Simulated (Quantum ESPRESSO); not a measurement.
Something may be wrong with this Quantum ESPRESSO 7.5 calculation of BN.

File pw.in:

```
&CONTROL
  calculation = 'scf'
  prefix = 'pwscf'
  outdir = './tmp'
  pseudo_dir = './pseudo'
  tprnfor = .true.
  tstress = .true.
  disk_io = 'low'
/
&SYSTEM
  ibrav = 0
  nat = 2
  ntyp = 2
  ecutwfc = 84
  nbnd = 13
  occupations = 'smearing'
  smearing = 'fd'
  degauss = 0.00367493
  tot_charge = -6
/
&ELECTRONS
  conv_thr = 4d-10
  electron_maxstep = 100
  mixing_beta = 0.5
/
ATOMIC_SPECIES
N     14.0070 N.upf
B     10.8100 B.upf
CELL_PARAMETERS angstrom
   2.5080409239    0.0000000000    0.0000000000
  -1.2467107647    2.1762310413    0.0000000000
  -0.6306650796   -1.0881155206    3.0225400000
ATOMIC_POSITIONS crystal
N      0.6685060000    0.3323850000    0.9849990000
B      0.9796430000    0.9834990000    0.0018060000
K_POINTS automatic
6 6 4 1 1 1
```

Potentials or basis: PseudoDojo 0.4.1 SR LDA standard.

Command:

```console
$ OMP_NUM_THREADS=1 pw.x -in pw.in > pw.out
```

pw.out:

```text
This program is part of the open-source Quantum ESPRESSO suite
     for quantum simulation of materials; please cite
         "P. Giannozzi et al., J. Phys.:Condens. Matter 21 395502 (2009);
         "P. Giannozzi et al., J. Phys.:Condens. Matter 29 465901 (2017);
         "P. Giannozzi et al., J. Chem. Phys. 152 154105 (2020);
     in publications or presentations arising from this work. More details at

     G-vector sticks info
     --------------------
     sticks:   dense  smooth     PW     G-vecs:    dense   smooth      PW
     Sum         511     511    163                11571    11571    2209

     Using Slab Decomposition

     bravais-lattice index     =            0
     lattice parameter (alat)  =       4.7395  a.u.
     unit-cell volume          =     111.3290 (a.u.)^3
     number of atoms/cell      =            2
     number of atomic types    =            2
     number of electrons       =        14.00
[... 130 lines left out ...]
     iteration # 10     ecut=    84.00 Ry     beta= 0.50
     Davidson diagonalization with overlap
     ethr =  1.60E-11,  avg # of iterations =  1.5

     End of self-consistent calculation

     Number of k-points >= 100: set verbosity='high' to print the bands.

     the Fermi energy is    17.6267 ev

!    total energy              =     -20.51302239 Ry
     estimated scf accuracy    <          2.4E-11 Ry
     smearing contrib. (-TS)   =      -0.00059331 Ry
     internal energy E=F+TS    =     -20.51242908 Ry

     The total energy is F=E-TS. E is the sum of the following terms:
     one-electron contribution =       6.87325083 Ry
     hartree contribution      =       7.54234713 Ry
     xc contribution           =     -14.62941041 Ry
     ewald contribution        =     -20.29861664 Ry

     convergence has been achieved in  10 iterations

     Forces acting on atoms (cartesian axes, Ry/au):

     atom    1 type  1   force =     0.09100285    0.08644946   -0.01155806
     atom    2 type  2   force =    -0.09100285   -0.08644946    0.01155806

     Total force =     0.178262     Total SCF correction =     0.000001

     Computing stress (Cartesian axis) and pressure

          total   stress  (Ry/bohr**3)                   (kbar)     P=     9618.58
   0.06569303   0.00196610  -0.00053054         9663.78      289.22      -78.05
   0.00196610   0.06735319   0.00025523          289.22     9908.00       37.55
  -0.00053054   0.00025523   0.06311116          -78.05       37.55     9283.97

=------------------------------------------------------------------------------=
   JOB DONE.
=------------------------------------------------------------------------------=
```

Question: How did it end, and where is the flaw?

Answer: The calculation finished and met its thresholds. The input holds a flaw that was put in on purpose: far too large a charge (tot_charge = -6). The program doesn't stop on it, so the numbers can't be trusted though the run ends normally.
